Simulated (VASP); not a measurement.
**NaH6: single point with PBE**

The system is NaH6.

```
Na H
1.0
     3.64690    0.00000    0.00000
     0.00000    3.64690    0.00000
     0.00000    0.00000    3.64690
Na H
1 6
Cartesian
  1.8235 1.8235 1.8235
  0.0000 1.8235 1.8235
  1.8235 0.0000 1.8235
  1.8235 1.8235 0.0000
  1.8235 0.0000 0.0000
  0.0000 1.8235 0.0000
  0.0000 0.0000 1.8235
```

The cell was built by a generator and needn't be a form met in nature.

The cell isn't the ideal one: random cell by space group and Wyckoff sites (Pm-3m, No. 221).

```json
{
 "Program": "VASP 6.6.1",
 "Task": "single point",
 "Functional": "PBE",
 "Potentials or basis": "VASP PAW PBE potentials, release 64 (Na_pv, H)",
 "Cutoff": "520 eV",
 "k mesh": "6 × 6 × 6",
 "Occupations": "gaussian, width 0.1 eV",
 "Spin": "no spin polarisation",
 "Dipole correction": "no",
 "Further INCAR settings": "ALGO = Fast; EDIFF = 1e-06; NBANDS = 16"
}
```

```json
{
 "Pressure": "0.1 GPa",
 "Band gap on the k mesh": "none (metal or under the smearing width)"
}
```

Levels at points of the mesh, in eV from the Fermi level:
```
           k point  band 3  band 4  band 5  band 6  band 7  band 8  band 9  band 10
(0.00, 0.00, 0.00)  -22.46   -8.42   -2.35   -2.35    4.19    4.32    4.32     6.77
(0.50, 0.00, 0.00)  -22.45   -6.07   -5.84   -0.41    0.57    3.56    4.02     9.01
(0.50, 0.50, 0.00)  -22.45   -4.28   -4.28   -2.72   -2.41    2.90    2.90     9.85
(0.50, 0.50, 0.50)  -22.52   -1.93   -1.93   -1.93   -1.82   -1.82   -1.82     5.85
```

Wall time 9.8 s on 1 thread of Intel(R) Xeon(R) Platinum 8488C (Sapphire Rapids) (shared host), peak memory 0.14 GiB.
